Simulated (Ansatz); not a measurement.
Runs of Ansatz 0.2.0 on C. Symmetry: Fd-3m, No. 227, cubic system. Conventional cell: a = 3.567 Å, b = 3.567 Å, c = 3.567 Å, α = 90.00°, β = 90.00°, γ = 90.00°. C (site symmetry -43m) is surrounded by 4 C at 1.54 Å. This isn't the form of C at room conditions, which is graphite.

```csv
task,level,cell,k mesh,cutoff (eV),target pressure (GPa),mesh quality,gap on the mesh (eV),pressure (GPa)
projected density of states,PBEsol,as given,7 × 7 × 7,420,-,coarse,4.13,(a)
projected density of states,r2SCAN0,as given,7 × 7 × 7,500,-,coarse,(b),-10.4
relaxation of cell and atoms,PBEsol,relaxed to 20 GPa,13 × 13 × 13,420,20,not flagged,4.13,20.0
projected density of states,LDA,as given,7 × 7 × 7,420,-,coarse,4.23,-13.1
projected density of states,revPBE,as given,7 × 7 × 7,420,-,coarse,4.27,6.4
```

Alike in all rows: potentials or basis Ansatz PAW; no spin polarisation; smearing fermi-dirac 0.05 eV.

Q: Estimate the missing entries.

A: (a) -4.8; (b) 6.27.

Caveats: some runs use coarse meshes; odd divisions of the mesh miss points on the zone boundary, where band edges often lie, so the gap on the mesh can be too wide; the PAW data sets come from PBE, with cores solved anew for the run's functional, which leaves a small shift of forces and pressure; the density of states is complete only up to the lowest level of the last band computed (some runs); the thresholds are loose for stress (some runs); the plane-wave basis is chosen anew once the cell has moved, so the energies of steps on either side of that aren't comparable (some runs).

A k mesh can miss the band edges.
